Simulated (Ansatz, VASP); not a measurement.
## Two plane-wave programs on Ba

Contents of INCAR:

```
SYSTEM = Ba
PREC = Accurate ; ENCUT = 520
EDIFF = 1E-7 ; ISMEAR = 0
SIGMA = 0.15 ; LREAL = .FALSE.
LASPH = .TRUE. ; NELM = 100
ALGO = Fast ; ISIF = 2
LWAVE = .FALSE. ; LCHARG = .FALSE.
GGA = CA ; NBANDS = 11
```

Contents of KPOINTS:

```
regular mesh
0
G
  14 14 14
  0 0 0
```

Contents of POSCAR:

```
Ba
1.0
   -2.7000000000      2.7000000000      2.6000000000
    2.7000000000     -2.7000000000      2.6000000000
    2.7000000000      2.7000000000     -2.6000000000
Ba
1
Direct
    0.0000000000      0.0000000000      0.0000000000
```

Input for Ansatz:

```yaml
crystal:
  lattice:
    - [-2.7, 2.7, 2.6]
    - [2.7, -2.7, 2.6]
    - [2.7, 2.7, -2.6]
  atoms:
    - { symbol: Ba, position: [0.0, 0.0, 0.0] }
basis:
  ecutwfc: 420
kpoints:
  mp_grid: { grid: [14, 14, 14] }
hamiltonian:
  xc: lda
scf:
  occupations: { method: gaussian, width: 0.15 }
output:
  forces: true
  stress: true
  eigenvalues: true
```

Change from the starting cell: strain +0.080 along x and y, +0.040 along z, atoms carried along.

Alike in both runs: task single point; functional LDA; k mesh 14 × 14 × 14; occupations gaussian, width 0.15 eV; no spin polarisation.

```csv
,VASP,Ansatz
version,VASP 6.6.1,Ansatz 0.2.0
potentials or method,"VASP PAW LDA potentials, release 64 (Ba_sv)","scalar-relativistic, plane waves, PAW"
plane-wave cutoff (eV),520,420
valence electrons in the cell,10,10
```

|  | VASP | Ansatz | Ansatz less VASP |
| --- | --- | --- | --- |
| gap on the k mesh at the Fermi level (eV) | none | none | - |
| pressure (GPa) | -2.1 | -2.1 | -0.01 |
| largest component of the traceless stress (GPa) | 0.06 | 0.06 | -0.001 |

A gap of «none» marks a metal or a gap that the smearing closes.

Spin-orbit coupling is left out, which matters for the levels of Ba.
